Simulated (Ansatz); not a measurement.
# SrTe: pressure series

Base system: SrTe in the rock salt structure (space group Fm-3m, No. 225; a = 6.607 Å).

Cell and atoms are relaxed at each pressure.

Computed with Ansatz (a first-principles code) PBEsol, without spin-orbit coupling.

```json
[
 {"pressure (GPa)": "-2", "band gap (eV)": "1.73"},
 {"pressure (GPa)": "-1", "band gap (eV)": "1.65"},
 {"pressure (GPa)": "0", "band gap (eV)": "1.57"},
 {"pressure (GPa)": "0.3", "band gap (eV)": "1.55"},
 {"pressure (GPa)": "0.7", "band gap (eV)": "1.52"},
 {"pressure (GPa)": "1.5", "band gap (eV)": "1.46"},
 {"pressure (GPa)": "3", "band gap (eV)": "?"},
 {"pressure (GPa)": "7.5", "band gap (eV)": "1.08"},
 {"pressure (GPa)": "10", "band gap (eV)": "0.94"}
]
```

**Question.** Fit E_g = E₀ + αP + βP² to the rows shown and predict the withheld row.

**Answer.** Least squares on the printed values gives E₀ = 1.57 eV, α = -75.5 meV/GPa, β = 1.3 meV/GPa² (largest residual 0.00 eV); this predicts 1.36 eV, and the run gives 1.36 eV, in agreement.

With Te present, leaving out spin-orbit coupling can change the band edges. Load acts through the strain it causes; cell and atoms are relaxed under it. Whether these cells are dynamically stable was not tested. Competing high-pressure phases were not computed.
